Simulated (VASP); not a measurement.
# In (I4/mmm) in VASP: further runs, part 2 of 2

VASP 6.6.1. The steps go on from the part before.

## 3. Relaxation of cell and atoms, PBEsol

INCAR

```
PREC = Accurate ; ENCUT = 580
EDIFF = 1E-7 ; ISMEAR = 0
SIGMA = 0.1 ; LREAL = False
LASPH = True ; NELM = 60
ALGO = Fast ; ISIF = 3
LWAVE = False ; LCHARG = False
GGA = PS ; IBRION = 2
NSW = 90 ; EDIFFG = -0.005
```

KPOINTS

```
Automatic mesh
0
Gamma
  18 18 18
```

POSCAR

```
In
1.0
   -1.6947072700      1.6947072700      2.2973723900
    1.6947072700     -1.6947072700      2.2973723900
    1.6947072700      1.6947072700     -2.2973723900
In
1
Direct
    0.0000000000      0.0000000000      0.0000000000
```

Potentials or basis: VASP PAW PBE potentials, release 64 (In).

Run with:

```sh
$ cat potpaw_PBE.64/In/POTCAR > POTCAR
$ mpirun -np 1 vasp_std > vasp.out
```

OUTCAR:

```text
PREC = Accurate
   ENCUT = 580
   EDIFF = 1E-7
   ISMEAR = 0
   LREAL = False
   LASPH = True
   NELM = 60
   ISIF = 3
   GGA = PS
   IBRION = 2
   NSW = 90
   EDIFFG = -0.005

 ion  position               nearest neighbor table
   1  0.000  0.000  0.000-

  LATTYP: Found a body centered tetragonal cell.
 ALAT       =     3.3894145400
 C/A-ratio  =     1.3556160587

  Lattice vectors:

 A1 = (  -1.6947072700,   1.6947072700,   2.2973723900)
 A2 = (   1.6947072700,  -1.6947072700,   2.2973723900)
 A3 = (   1.6947072700,   1.6947072700,  -2.2973723900)

Analysis of symmetry for initial positions (statically):
=====================================================================
 Subroutine PRICEL returns:
 Original cell was already a primitive cell.

 Routine SETGRP: Setting up the symmetry group for a
 body centered tetragonal supercell.

 Subroutine GETGRP returns: Found 16 space group operations
 (whereof 16 operations were pure point group operations)
 out of a pool of 16 trial point group operations.

The static configuration has the point symmetry D_4h.

Analysis of symmetry for dynamics (positions and initial velocities):
[... 168 lines left out ...]
  -------------------------------------------------------------------------------------
  Total       -0.1878804     -0.1878804     -0.1253032      0.0000000     -0.0000000      0.0000000
  in kB      -11.4054172    -11.4054172     -7.6066229      0.0000000     -0.0000000      0.0000000
  external PRESSURE =     -10.1391524 kB  Pullay stress =       0.0000000 kB
[... 232 lines left out ...]
--------------------------------------- Ionic step        8  -------------------------------------------

 number of electron       3.0000000 magnetization

 Free energy of the ion-electron system (eV)
  ---------------------------------------------------
  ext. energy  EPLUGINS =         0.00000000
  ---------------------------------------------------
  free energy    TOTEN  =        -2.97370243 eV

  energy without entropy =       -2.97147108  energy(sigma->0) =       -2.97258675

 E-fermi :   4.9499     XC(G=0):  -9.9228

 val. band max:        4.9441539629   @ k =   0.2778   0.2778   0.1111
 cond. band min:       4.9572423046   @ k =  -0.3333  -0.4444   0.2222
 fundamental gap:      0.0130883417
 Fermi energy:         4.9498607199

 k-point     1 :       0.0000    0.0000    0.0000
  band No.  band energies     occupation
      1      -4.7034      2.00000
      2      15.6482      0.00000
      3      15.6513      0.00000
      4      15.6513      0.00000
      5      16.5041      0.00000
[... 177 lines left out ...]
 k-point    24 :      -0.2222    0.0556    0.0000
  band No.  band energies     occupation
      1      -3.7200      2.00000
      2       9.7011      0.00000
      3      13.6170      0.00000
      4      14.5297      0.00000
      5      16.4727      0.00000

 [... further k-points ...]

------------------------ aborting loop because EDIFF is reached ----------------------------------------

  FORCE on cell =-STRESS in cart. coord.  units (eV):
  Direction    XX          YY          ZZ          XY          YZ          ZX
  --------------------------------------------------------------------------------------
  -------------------------------------------------------------------------------------
  Total       -0.0046299     -0.0046299     -0.0025876      0.0000000     -0.0000000     -0.0000000
  in kB       -0.2871182     -0.2871182     -0.1604700      0.0000000     -0.0000000     -0.0000000
  external PRESSURE =      -0.2449021 kB  Pullay stress =       0.0000000 kB
[... 16 lines left out ...]
  FREE ENERGIE OF THE ION-ELECTRON SYSTEM (eV)
  ---------------------------------------------------
  free  energy   TOTEN  =        -2.9737024255 eV

  energy  without entropy=       -2.9714710766  energy(sigma->0) =       -2.97258675

 reached required accuracy - stopping structural energy minimisation
```

CONTCAR:

```text
In
   1.00000000000000
    -1.6598029927446407    1.6598029927446409    2.3444669769562259
     1.6598029927446407   -1.6598029927446405    2.3444669769562259
     1.6598029927446407    1.6598029927446405   -2.3444669769562259
  In
     1
Direct
     0.0000000000000000    0.0000000000000000    0.0000000000000000

  0.00000000E+00  0.00000000E+00  0.00000000E+00
```

It took 2.3 min on 1 thread of Intel Xeon Platinum 8488C (Sapphire Rapids), shared host; peak memory 0.26 GiB.

Results:

| Quantity | Value |
| --- | --- |
| Free energy | -2.9737 eV |
| Relaxed volume | 25.84 Å³/atom |
| Relaxed cell | a = 3.318 Å, b = 3.318 Å, c = 3.318 Å, α = 119.96°, β = 119.96°, γ = 90.07° |
| Space group after relaxing (to 0.05 Å) | Fm-3m (No. 225) |
| Energy gained by relaxing | 3.0 meV/atom |
| Ionic steps | 8 |
| Pressure after relaxing | 0.0 GPa |
| Band gap on the k mesh | none (metal or under the smearing width) |

The path:
| step | energy change (eV) | largest force (eV/Å) | pressure (GPa) | volume (Å³) |
| --- | --- | --- | --- | --- |
| 1 | 0.0000 | 0.0000 | -1.01 | 26.39 |
| 2 | -0.0021 | 0.0000 | 0.05 | 25.76 |
| 3 | -0.0021 | 0.0000 | 0.02 | 25.78 |
| 4 | -0.0021 | 0.0000 | 0.02 | 25.78 |
| 5 | -0.0024 | 0.0000 | 0.03 | 25.79 |
| 6 | -0.0028 | 0.0000 | 0.01 | 25.81 |
| 7 | -0.0029 | 0.0000 | -0.05 | 25.85 |
| 8 | -0.0030 | 0.0000 | -0.02 | 25.84 |

Final structure:
```cif
data_structure
_symmetry_space_group_name_H-M 'P 1'
_symmetry_Int_Tables_number 1
_cell_length_a 3.3176
_cell_length_b 3.3176
_cell_length_c 3.3176
_cell_angle_alpha 119.960
_cell_angle_beta 119.960
_cell_angle_gamma 90.070
_cell_volume 25.84
loop_
_atom_site_label
_atom_site_type_symbol
_atom_site_fract_x
_atom_site_fract_y
_atom_site_fract_z
_atom_site_occupancy
In1 In 0.00000 0.00000 0.00000 1
```

Levels at points of the mesh, in eV from the Fermi level:
| k point | band 1 | band 2 | band 3 | band 4 | band 5 |
| --- | --- | --- | --- | --- | --- |
| (0.00, 0.00, 0.00) | -9.65 | 10.70 | 10.70 | 10.70 | 11.55 |
| (0.50, 0.00, 0.00) | -4.40 | -3.47 | 8.50 | 8.53 | 10.84 |
| (0.50, 0.50, 0.00) | -2.29 | -2.09 | 4.05 | 4.06 | 7.36 |
| (0.50, 0.50, 0.50) | -2.27 | -2.07 | 4.04 | 4.04 | 7.35 |

Caveat: the PAW data sets were made with another functional, which shifts forces and pressure a little.
